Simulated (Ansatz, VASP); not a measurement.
**CoO: VASP beside Ansatz**

```
Co O
1.0
     0.00000    2.17330    2.17330
     2.17330    0.00000    2.17330
     2.17330    2.17330    0.00000
Co O
1 1
Direct
  0.00000 0.00000 0.00000
  0.50000 0.50000 0.50000
```

Change from the starting cell: volume scaled by 1.06, PAW files.

Alike in both runs: task electric field gradients; functional PBE; k mesh 16 × 16 × 16; occupations fermi-dirac, width 0.05 eV; collinear spin.

|  | VASP | Ansatz |
| --- | --- | --- |
| version | VASP 6.6.1 | Ansatz 0.2.0 |
| potentials or method | VASP PAW PBE potentials, release 64 (Co, O) | PAW with Ansatz's default frozen-core files, scalar-relativistic |
| plane-wave cutoff (eV) | 520 | 420 |
| valence electrons in the cell | 15 | 23 |

```csv
,VASP,Ansatz,Ansatz less VASP
pressure (GPa),-10.9,-10.6,+0.33
net moment per atom (μB),1.49,1.50,+0.003
size of the moment on the site where the two differ most (μB),2.62,2.55,-0.066
Vzz of the field gradient on the site that differs most (V/Å²),0.0,0.0,0.00
```

Site moments also hang on the region over which each program counts them. The two sets of potentials don't hold the same shells in valence.

Caveats: a cell with one magnetic atom can't hold antiferromagnetic order, which such compounds often take.
